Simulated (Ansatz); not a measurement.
KBr:

```xyz
2
Lattice="0.0000 3.3000 3.3000 3.3000 0.0000 3.3000 3.3000 3.3000 0.0000" Properties=species:S:1:pos:R:3 pbc="T T T"
Br    3.3000    3.3000    3.3000
K     0.0000    0.0000    0.0000
```

```yaml
Program: Ansatz 0.2.0
Task: relaxation of cell and atoms
Functional: RPBE
Potentials_or_basis: Ansatz PAW
Cutoff: "420 eV (not typed: the program's choice for these potentials)"
k_mesh: 7 × 7 × 7
Occupations: fermi-dirac, width 0.05 eV
Spin: no spin polarisation
```

At the start: volume 35.94 Å³/atom.

**Question.** How do energy, volume and symmetry change on relaxing?

**Answer.** It ends after 5 steps and the volume is 41.43 Å³/atom (+15.3 %); space group Fm-3m (No. 225, to 0.05 Å).

Step by step:
```
step  energy change (eV)  largest force (eV/Å)  volume (Å³)
   1              0.0000                0.0000        71.87
   2             -0.0456                0.0000        76.63
   3             -0.0636                0.0000        81.63
   4             -0.0644                0.0000        82.85
   5             -0.0645                0.0000        82.85
```

Final structure:
```
Br K
1.0
     0.00000    3.46014    3.46014
     3.46014    0.00000    3.46014
     3.46014    3.46014    0.00000
Br K
1 1
Direct
  0.50000 0.50000 0.50000
  0.00000 0.00000 0.00000
```

Caveat: the volume moved by over 15 % at a fixed basis, so the end points are rough; the plane-wave basis is chosen anew once the cell has moved, so the energies of steps on either side of that aren't comparable; the volume moved by +15 % from the deposited cell, more than functionals usually miss; the PAW data sets come from PBE, with cores solved anew for the run's functional, which leaves a small shift of forces and pressure.
